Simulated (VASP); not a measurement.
# KI in VASP: a series of runs

The runs below take KI through single point, with PBE.

All numbers are computed with VASP 6.6.1; they aren't measurements. Logs are shortened: lines on timing, memory, paths and dates and some standing lists are left out, and cuts for length are marked.

**Experimental background.**

A printed reference work, monograph reports, for a bulk crystal of KI: band gap 6.32 eV.

How close the calculation comes is told below.

## 1. The cell of the first run

The structure is cubic, space group Fm-3m (No. 225). Conventional cell: a = 7.089 Å, b = 7.089 Å, c = 7.089 Å, α = 90.00°, β = 90.00°, γ = 90.00°. Within 4.7 Å of K (site symmetry m-3m) lie 6 I at 3.54 Å. Within 4.7 Å of I (site symmetry m-3m) lie 6 K at 3.54 Å.

## 2. Single point, PBE

INCAR

```
  ALGO = Normal
  EDIFF = 1E-6
  ENCUT = 520
  GGA = PE
  ISIF = 2
  ISMEAR = 0
  LASPH = True
  LCHARG = False
  LREAL = False
  LWAVE = False
  NBANDS = 15
  NELM = 80
  PREC = Accurate
  SIGMA = 0.01
```

KPOINTS

```
k-points
0
Gamma
  4 4 4
```

POSCAR

```
KI
1.0
    0.0000000000      3.5445661365      3.5445661365
    3.5445661365      0.0000000000      3.5445661365
    3.5445661365      3.5445661365      0.0000000000
K I
1 1
Direct
    0.0000000000      0.0000000000      0.0000000000
    0.5000000000      0.5000000000      0.5000000000
```

Potentials or basis: VASP PAW PBE potentials, release 64 (K_sv, I).

Started as:

```bash
> cat potpaw_PBE.64/K_sv/POTCAR potpaw_PBE.64/I/POTCAR > POTCAR
> mpirun -np 1 vasp_std > vasp.out
```

OUTCAR:

```text
EDIFF = 1E-6
   ENCUT = 520
   GGA = PE
   ISIF = 2
   ISMEAR = 0
   LASPH = True
   LREAL = False
   NELM = 80
   PREC = Accurate

 ion  position               nearest neighbor table
   1  0.000  0.000  0.000-   2 3.54   2 3.54   2 3.54   2 3.54   2 3.54   2 3.54
   2  0.500  0.500  0.500-   1 3.54   1 3.54   1 3.54   1 3.54   1 3.54   1 3.54

  LATTYP: Found a face centered cubic cell.
 ALAT       =     7.0891322730

  Lattice vectors:

 A1 = (   0.0000000000,   3.5445661365,   3.5445661365)
 A2 = (   3.5445661365,   0.0000000000,   3.5445661365)
 A3 = (   3.5445661365,   3.5445661365,   0.0000000000)

Analysis of symmetry for initial positions (statically):
=====================================================================
 Subroutine PRICEL returns:
 Original cell was already a primitive cell.

 Routine SETGRP: Setting up the symmetry group for a
 face centered cubic supercell.

 Subroutine GETGRP returns: Found 48 space group operations
 (whereof 48 operations were pure point group operations)
 out of a pool of 48 trial point group operations.

The static configuration has the point symmetry O_h .

Analysis of symmetry for dynamics (positions and initial velocities):
=====================================================================
 Subroutine PRICEL returns:
 Original cell was already a primitive cell.

 Routine SETGRP: Setting up the symmetry group for a
 face centered cubic supercell.

 Subroutine GETGRP returns: Found 48 space group operations
 (whereof 48 operations were pure point group operations)
 out of a pool of 48 trial point group operations.

The dynamic configuration has the point symmetry O_h .

 Subroutine INISYM returns: Found 48 space group operations
 (whereof 48 operations are pure point group operations),
 and found     1 'primitive' translations

----------------------------------------------------------------------------------------

                                     Primitive cell

  volume of cell :      89.0675

  direct lattice vectors                    reciprocal lattice vectors
     0.000000000  3.544566136  3.544566136    -0.141060988  0.141060988  0.141060988
     3.544566136  0.000000000  3.544566136     0.141060988 -0.141060988  0.141060988
     3.544566136  3.544566136  0.000000000     0.141060988  0.141060988 -0.141060988

  length of vectors
     5.012773503  5.012773503  5.012773503     0.244324798  0.244324798  0.244324798

  position of ions in fractional coordinates (direct lattice)
     0.000000000  0.000000000  0.000000000
     0.500000000  0.500000000  0.500000000

  ion indices of the primitive-cell ions
   primitive index   ion index
                 1           1
                 2           2

----------------------------------------------------------------------------------------

 KPOINTS: k-points

Automatic generation of k-mesh.
 Grid dimensions read from file:
 generate k-points for:    4    4    4

 Generating k-lattice:

  Cartesian coordinates                     Fractional coordinates (reciprocal lattice)
    -0.035265247  0.035265247  0.035265247     0.250000000  0.000000000  0.000000000
     0.035265247 -0.035265247  0.035265247     0.000000000  0.250000000  0.000000000
     0.035265247  0.035265247 -0.035265247     0.000000000  0.000000000  0.250000000

  Length of vectors
     0.061081199  0.061081199  0.061081199

  Shift w.r.t. Gamma in fractional coordinates (k-lattice)
     0.000000000  0.000000000  0.000000000

 Subroutine IBZKPT returns following result:
 ===========================================

 Found      8 irreducible k-points:

 Following reciprocal coordinates:
            Coordinates               Weight
  0.000000  0.000000  0.000000      1.000000
  0.250000  0.000000  0.000000      8.000000
  0.500000  0.000000  0.000000      4.000000
  0.250000  0.250000  0.000000      6.000000
  0.500000  0.250000  0.000000     24.000000
 -0.250000  0.250000  0.000000     12.000000
  0.500000  0.500000  0.000000      3.000000
 -0.250000  0.500000  0.250000      6.000000
   k-points           NKPTS =      8   k-points in BZ     NKDIM =      8   number of bands    NBANDS=     15
   number of dos      NEDOS =    301   number of ions     NIONS =      2
   total plane-waves  NPLWV =  64000
   dimension x,y,z NGX =    40 NGY =   40 NGZ =   40
   dimension x,y,z NGXF=    80 NGYF=   80 NGZF=   80
   ions per type =               1   1
   NGX,Y,Z   is equivalent  to a cutoff of  13.27, 13.27, 13.27 a.u.
   NGXF,Y,Z  is equivalent  to a cutoff of  26.53, 26.53, 26.53 a.u.
 SYSTEM =  unknown system
   PREC   = accura    normal or accurate (medium, high low for compatibility)
   ISTART =      0    job   : 0-new  1-cont  2-samecut
   ICHARG =      2    charge: 1-file 2-atom 10-const
   ISPIN  =      1    spin polarized calculation?
   LNONCOLLINEAR =      F non collinear calculations
   LSORBIT =      F    spin-orbit coupling
   LASPH  =      T    aspherical Exc in radial PAW
   ENCUT  =  520.0 eV  38.22 Ry    6.18 a.u.   9.32  9.32  9.32*2*pi/ulx,y,z
   NELM   =     80;   NELMIN=  2; NELMDL= -5     # of ELM steps
   EDIFF  = 0.1E-05   stopping-criterion for ELM
   LREAL  =      F    real-space projection
   EDIFFG = 0.1E-04   stopping-criterion for IOM
   NSW    =      0    number of steps for IOM
   IBRION =     -1    ionic relax: 0-MD 1-quasi-New 2-CG
   NFREE  =      0    steps in history (QN), initial steepest desc. (CG)
   ISIF   =      2    stress and relaxation
   ISYM   =      2    0-nonsym 1-usesym 2-fastsym
   POTIM  = 0.5000    time-step for ionic-motion
   TEBEG  =    0.0;   TEEND  =   0.0 temperature during run
   PSTRESS=    0.0 pullay stress
   NELECT =      16.0000    total number of electrons
   NUPDOWN=      -1.0000    fix difference up-down
   EMIN   =  10.00;   EMAX   =-10.00  energy-range for DOS
   EFERMI =   0.00;   METHOD = LEGACY
   ISMEAR =     0;   SIGMA  =   0.01  broadening in eV -4-tet -1-fermi 0-gaus
   EFERMI_NEDOS =   21; number of points for ismear=-14 and -15
   IALGO  =     38    algorithm
   IMIX   =      4    mixing-type and parameters
     AMIX     =   0.40;   BMIX     =  1.00
     AMIX_MAG =   1.60;   BMIX_MAG =  1.00
  volume/ion in A,a.u.               =      44.53       300.53
  Fermi-wavevector in a.u.,A,eV,Ry     =   0.923723  1.745583 11.609363  0.853264
  Thomas-Fermi vector in A             =   2.049391
   LORBIT       =      0    0 simple, 1 ext, 2 COOP (PROOUT), +10 PAW based schemes
   GGA     = PE    functional components
   LHFCALC =     F    Hartree Fock is set to
   AEXX    =    0.0000 exact exchange contribution
   IVDW    =     0    specifies the selected vdW correction
   LEPSILON=     F    determine dielectric tensor
   LRPA    =     F    only Hartree local field effects (RPA)
 non-spin polarized calculation
 Gauss-broadening in eV      SIGMA  =   0.01
  energy-cutoff  :      520.00
  volume of cell :       89.07
 maximum number of plane-waves:      2421
 NGX is ok and might be reduce to    40
   NGX = 19   NGY = 19   NGZ = 19

 number of electron      15.9999999 magnetization

 Free energy of the ion-electron system (eV)
  ---------------------------------------------------
  ext. energy  EPLUGINS =         0.00000000
  ---------------------------------------------------
  free energy    TOTEN  =        -5.55865862 eV

  energy without entropy =       -5.55865862  energy(sigma->0) =       -5.55865862

 E-fermi :  -0.3219     XC(G=0):  -7.1384

 val. band max:       -0.4662515725   @ k =   0.0000   0.0000   0.0000
 cond. band min:       3.4727820743   @ k =   0.0000   0.0000   0.0000
 fundamental gap:      3.9390336468
 Fermi energy:        -0.3219400439

 k-point     1 :       0.0000    0.0000    0.0000
  band No.  band energies     occupation
      1     -28.9874      2.00000
      2     -12.4738      2.00000
      3     -12.4738      2.00000
      4     -12.4738      2.00000
      5     -10.9532      2.00000
      6      -0.4663      2.00000
      7      -0.4663      2.00000
      8      -0.4663      2.00000
      9       3.4728      0.00000
     10       6.0337      0.00000
     11       6.0337      0.00000
     12       6.0337      0.00000
     13       6.7441      0.00000
     14       6.7441      0.00000
     15       9.3095      0.00000

 k-point     2 :       0.2500    0.0000    0.0000
  band No.  band energies     occupation
      1     -28.9864      2.00000
      2     -12.5471      2.00000
      3     -12.4749      2.00000
      4     -12.4749      2.00000
      5     -10.8177      2.00000
      6      -1.2126      2.00000
      7      -0.6379      2.00000
      8      -0.6379      2.00000
      9       4.5652      0.00000
     10       6.0956      0.00000
     11       6.6365      0.00000
     12       6.6365      0.00000
     13       7.4307      0.00000
     14       7.4307      0.00000
     15       9.7890      0.00000

 k-point     3 :       0.5000    0.0000    0.0000
  band No.  band energies     occupation
      1     -28.9855      2.00000
      2     -12.6114      2.00000
      3     -12.4760      2.00000
      4     -12.4760      2.00000
      5     -10.6888      2.00000
      6      -1.7633      2.00000
      7      -0.7939      2.00000
      8      -0.7939      2.00000
      9       5.0454      0.00000
     10       7.2139      0.00000
     11       7.6567      0.00000
     12       7.6567      0.00000
     13       8.2199      0.00000
     14       8.2199      0.00000
     15       8.7978      0.00000
[... 55 lines left out ...]
 k-point     7 :       0.5000    0.5000    0.0000
  band No.  band energies     occupation
      1     -28.9849      2.00000
      2     -12.5170      2.00000
      3     -12.4912      2.00000
      4     -12.4912      2.00000
      5     -10.8139      2.00000
      6      -1.4482      2.00000
      7      -0.8272      2.00000
      8      -0.8272      2.00000
      9       4.4837      0.00000
     10       5.2759      0.00000
     11       7.6184      0.00000
     12       8.2149      0.00000
     13       8.2907      0.00000
     14       9.1234      0.00000
     15       9.1234      0.00000

 k-point     8 :      -0.2500    0.5000    0.2500
  band No.  band energies     occupation
      1     -28.9849      2.00000
      2     -12.5210      2.00000
      3     -12.5040      2.00000
      4     -12.5040      2.00000
      5     -10.7590      2.00000
      6      -1.1817      2.00000
      7      -1.1817      2.00000
      8      -1.0537      2.00000
      9       5.9927      0.00000
     10       5.9927      0.00000
     11       6.1416      0.00000
     12       7.6859      0.00000
     13       8.3309      0.00000
     14       9.1547      0.00000
     15       9.5097      0.00000

------------------------ aborting loop because EDIFF is reached ----------------------------------------

  FORCE on cell =-STRESS in cart. coord.  units (eV):
  Direction    XX          YY          ZZ          XY          YZ          ZX
  --------------------------------------------------------------------------------------
  -------------------------------------------------------------------------------------
  Total        0.2753080      0.2753080      0.2753080     -0.0000000      0.0000000     -0.0000000
  in kB        4.9523369      4.9523369      4.9523369     -0.0000000      0.0000000     -0.0000000
  external PRESSURE =       4.9523369 kB  Pullay stress =       0.0000000 kB

 VOLUME and BASIS-vectors are now :
 -----------------------------------------------------------------------------
  energy-cutoff  :      520.00
  volume of cell :       89.07
      direct lattice vectors                 reciprocal lattice vectors
     0.000000000  3.544566136  3.544566136    -0.141060988  0.141060988  0.141060988
     3.544566136  0.000000000  3.544566136     0.141060988 -0.141060988  0.141060988
     3.544566136  3.544566136  0.000000000     0.141060988  0.141060988 -0.141060988

 POSITION                                       TOTAL-FORCE (eV/Angst)
 -----------------------------------------------------------------------------------
      0.00000      0.00000      0.00000         0.000000     -0.000000      0.000000
      3.54457      3.54457      3.54457        -0.000000      0.000000     -0.000000
 -----------------------------------------------------------------------------------
    total drift:                                0.000000     -0.000000     -0.000000

  FREE ENERGIE OF THE ION-ELECTRON SYSTEM (eV)
  ---------------------------------------------------
  free  energy   TOTEN  =        -5.5586586237 eV

  energy  without entropy=       -5.5586586237  energy(sigma->0) =       -5.55865862
```

Wall time 12 s (1 thread of AMD EPYC 7R13 (Zen 3), shared host); peak memory 0.2 GiB.

Results:

* Free energy: -5.5587 eV
* Pressure: 0.5 GPa
* Band gap on the k mesh: 3.94 eV, direct

Caveat: spin-orbit coupling is left out, which moves the levels of the heavy elements.

(Continued in part 2 of 2.)
